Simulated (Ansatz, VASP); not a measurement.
# BeTe in VASP and in Ansatz

The input POSCAR:

```
BeTe
1.0
    0.0000000000      2.7700000000      2.7700000000
    2.7700000000      0.0000000000      2.7700000000
    2.7700000000      2.7700000000      0.0000000000
Te Be
1 1
Direct
    0.7500000000      0.7500000000      0.7500000000
    0.0000000000      0.0000000000      0.0000000000
```

INCAR.step1

```
SYSTEM = BeTe
PREC = Accurate
ENCUT = 600
ISMEAR = -1
SIGMA = 0.05
LREAL = .FALSE.
LASPH = .TRUE.
NELM = 80
GGA = PE
ALGO = Normal
EDIFF = 1E-4
LWAVE = .TRUE.
LCHARG = .FALSE.
```

File INCAR.step2:

```
SYSTEM = BeTe
PREC = Accurate
ENCUT = 600
EDIFF = 1E-7
ISMEAR = -1
SIGMA = 0.05
LREAL = .FALSE.
LASPH = .TRUE.
NELM = 80
ALGO = Normal
ISIF = 3
LWAVE = .FALSE.
LCHARG = .FALSE.
METAGGA = R2SCAN
LMIXTAU = .TRUE.
IVDW = 12
VDW_S6 = 1.0
VDW_S8 = 0.78981345
VDW_A1 = 0.49484001
VDW_A2 = 5.73083694
IBRION = 2
NSW = 60
EDIFFG = -0.01
ISTART = 1
```

KPOINTS

```
Automatic mesh
0
G
  8 8 8
  0 0 0
```

The input input.yaml:

```yaml
crystal:
  lattice:
    - [0.0, 2.77, 2.77]
    - [2.77, 0.0, 2.77]
    - [2.77, 2.77, 0.0]
  atoms:
    - { symbol: Te, position: [0.75, 0.75, 0.75] }
    - { symbol: Be, position: [0.0, 0.0, 0.0] }
hamiltonian:
  xc: r2scan
  pseudopotentials: { kind: paw }
  dispersion: d3bj
kpoints:
  mp_grid: { grid: [8, 8, 8] }
scf:
  occupations: { method: fermi_dirac, width: 0.05 }
output:
  forces: true
  stress: true
relax:
  f_tol: 0.01
  max_steps: 40
  cell: { stress_tol: 0.05 }
```

Alike in both runs: task relaxation of cell and atoms; functional r2SCAN; dispersion D3(BJ); k mesh 8 × 8 × 8; occupations fermi-dirac, width 0.05 eV; no spin polarisation.

```csv
,VASP,Ansatz
version,VASP 6.6.1,Ansatz 0.2.0
potentials or method,"VASP PAW PBE potentials, release 64 (Te, Be)",Ansatz PAW
plane-wave cutoff (eV),600,500
valence electrons in the cell,8,18
```

```tsv
	VASP	Ansatz	Ansatz less VASP
relaxed volume (Å³/atom)	22.27	22.21	-0.068
relaxed cell length with the largest relative difference (Å)	3.979	3.975	-0.0041
energy change over the relaxation (meV/atom)	-10	-8	+1.3
```

The two sets of potentials don't hold the same shells in valence.

Caveats: spin-orbit coupling is left out, which moves the levels of the heavy elements; the PAW data sets were made with another functional, which shifts forces and pressure a little (VASP); the plane-wave basis is chosen anew once the cell has moved, so the energies of steps on either side of that aren't comparable (Ansatz); the PAW data sets come from PBE, with cores solved anew for the run's functional, which leaves a small shift of forces and pressure (Ansatz); the dispersion damping was fitted for another functional or another form of the correction (Ansatz). A k mesh can miss the band edges. r2SCAN opens gaps a little over a GGA but as a rule still falls short of measured ones.
